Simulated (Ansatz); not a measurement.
**NbP₃: from a trial structure to a relaxed crystal**

Method: Ansatz, DFT PBE, scalar-relativistic, plane waves, PAW. Cutoff 420 eV, Γ-centred k mesh, Gaussian smearing, no spin polarisation in the final step.

This is the end of a relaxation of cell and atoms.

```
Nb P
1.0
     4.47957    0.00000    0.00000
    -2.23979    3.87942    0.00000
     0.00000    0.00000    4.86524
Nb P
1 3
Cartesian
  0.0000 0.0000 0.0000
  0.0000 0.0000 2.4326
  0.0000 2.5863 0.0000
  2.2398 1.2931 0.0000
```

Energies over the elements count from the elements' standard structures at the same level, with no empirical corrections.

What space group does it have?

P6/mmm (No. 191). Conventional cell: a = 4.480 Å, c = 4.865 Å. Around Nb lie 2 P at 2.43 Å and 6 P at 2.59 Å; P on Wyckoff site b (1 atom of the primitive cell) has 2 Nb at 2.43 Å; P on Wyckoff site c (2 atoms of the primitive cell) is coordinated by 3 Nb at 2.59 Å and 3 P at 2.59 Å.

How far does it lie from the elements in energy?

0.26 eV/atom.

Is it a metal?

Yes, bands cross the Fermi level on the 12×12×10 mesh.

The final run used a 12×12×10 mesh on its 4-atom cell and 0.10 eV smearing. For metals, differences of a few meV/atom aren't resolved. The cell came from a trial start, so NbP₃ may not exist in this structure.

Cost: 3 runs of about 0.39 core-minutes in all, on Intel Xeon 6975P-C (Granite Rapids) (shared hosts).